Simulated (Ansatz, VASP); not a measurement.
# Si (a cell with a defect) in VASP and in Ansatz

```
Si
1.0
     0.00000    5.43000    5.43000
     5.43000    0.00000    5.43000
     5.43000    5.43000    0.00000
Si
17
Cartesian
  -0.0269 0.0264 -0.0248
  1.3565 1.3919 1.3568
  2.7197 2.7099 -0.0059
  4.0375 4.0731 1.3571
  2.7378 0.0249 2.7392
  4.0681 1.3608 4.0740
  5.4040 2.6915 2.7397
  6.7869 4.0725 4.1059
  -0.0057 2.7113 2.7200
  1.3554 4.0745 4.0397
  2.7185 5.4357 2.7203
  4.0727 6.7873 4.0723
  2.7354 2.6944 5.4090
  4.1050 4.0739 6.7886
  5.4249 5.4349 5.4261
  6.7858 6.7550 6.7889
  6.7831 9.5058 6.7888
```

Alike in both runs: functional PBE; k mesh 2 × 2 × 2; occupations fermi-dirac, width 0.05 eV; no spin polarisation.

Ansatz relaxed the structure, and its values are those at the end. VASP's run is a single point on that final structure, the one shown.

|  | VASP | Ansatz |
| --- | --- | --- |
| version | VASP 6.6.1 | Ansatz 0.2.0 |
| potentials or method | VASP PAW PBE potentials, release 64 (Si) | scalar-relativistic, plane waves, PAW |
| plane-wave cutoff (eV) | 520 | 420 |
| valence electrons in the cell | 68 | 68 |

```tsv
	VASP	Ansatz	Ansatz less VASP
rms of the force components (eV/Å)	0.007	0.007	0.0000
```

Caveats: the k mesh is coarse (spacing up to 0.50 Å⁻¹), so the values aren't converged.
